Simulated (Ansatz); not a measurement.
# AlPH (buck sheet): the cost of one run

Method: DFT PBE, scalar-relativistic, plane waves, PAW, in Ansatz 0.2.0.

## Step 1: The system as given

The structure is hexagonal, space group P-6m2 (No. 187). Conventional cell: a = 3.940 Å, b = 3.940 Å, c = 24.743 Å, α = 90.00°, β = 90.00°, γ = 120.00°. Around Al (site symmetry -6m2) lie 3 P at 2.27 Å. P (site symmetry -6m2) has 3 Al at 2.27 Å as nearest neighbours.

Coordinates:

```
Al P
1.0
     3.93952    0.00000    0.00000
    -1.96976    3.41172    0.00000
     0.00000    0.00000   24.74301
Al P
1 1
Direct
  0.33333 0.66667 0.37322
  0.66667 0.33333 0.37332
```

This sheet was relaxed beforehand with the same method; its gap on the mesh is 2.32 eV.

## Step 2: Building the armchair ribbon, N = 4 with H caps

The ribbon is cut from the relaxed sheet, periodic along c; N counts formula units a period. The edge energy is the mean of both edges over the sheet, -646.6978 eV an atom. Each H cap counts from half an H2 molecule (-15.872 eV in a separate run).

The cell holds 4 Al, 4 P, 4 H: a = 17.700 Å, b = 9.300 Å, c = 6.823 Å, α = 90.00°, β = 90.00°, γ = 90.00°.

## Step 3: Relaxing it

Pressure and volume refer to the whole cell with its vacuum; only the period along c may change.

File input.yaml:

```yaml
crystal:
  lattice:
    - [17.7, 0.0, 0.0]
    - [0.0, 9.3, 0.0]
    - [0.0, 0.0, 6.8234452108]
  atoms:
    - { symbol: Al, position: [0.5556429086, 0.4998657827, 0.3333333333] }
    - { symbol: Al, position: [0.6669287258, 0.4998657827, 0.8333333333] }
    - { symbol: Al, position: [0.3330712742, 0.4998657827, 0.3333333333] }
    - { symbol: Al, position: [0.4443570914, 0.4998657827, 0.8333333333] }
    - { symbol: P, position: [0.6669287258, 0.5001342173, 0.1666666667] }
    - { symbol: P, position: [0.4443570914, 0.5001342173, 0.1666666667] }
    - { symbol: P, position: [0.5556429086, 0.5001342173, 0.6666666667] }
    - { symbol: P, position: [0.3330712742, 0.5001342173, 0.6666666667] }
    - { symbol: H, position: [0.7452134609, 0.5000546148, 0.7160905779] }
    - { symbol: H, position: [0.2547865391, 0.5000546148, 0.2160905779] }
    - { symbol: H, position: [0.7364064282, 0.4999666288, 0.2707196121] }
    - { symbol: H, position: [0.2635935718, 0.4999666288, 0.7707196121] }
basis:
  ecutwfc: 420
kpoints:
  mp_grid: { grid: [1, 1, 5] }
hamiltonian:
  xc: pbe
scf:
  occupations: { method: gaussian, width: 0.05 }
output:
  forces: true
  stress: true
  eigenvalues: true
  populations: true
  write_density: true
  write_potential: true
  elf: true
  volumetric_format: npy
relax:
  adjacent_minimum: "off"
  f_tol: 0.02
  max_steps: 45
  cell: { fix: [a, b, alpha, beta, gamma], stress_tol: 0.03 }
```

Started as:

```sh
ansatz run input.yaml --threads 4 --pin off --max-ram 11264MiB --backend cpu --events-out ev --progress --plain --runs-dir out
```

**Question.** How long does this run take on 4 threads of AMD EPYC 9R45 (Zen 5), shared host, and how much memory does it need?

About 62 s, with a peak of 1.1 GiB.
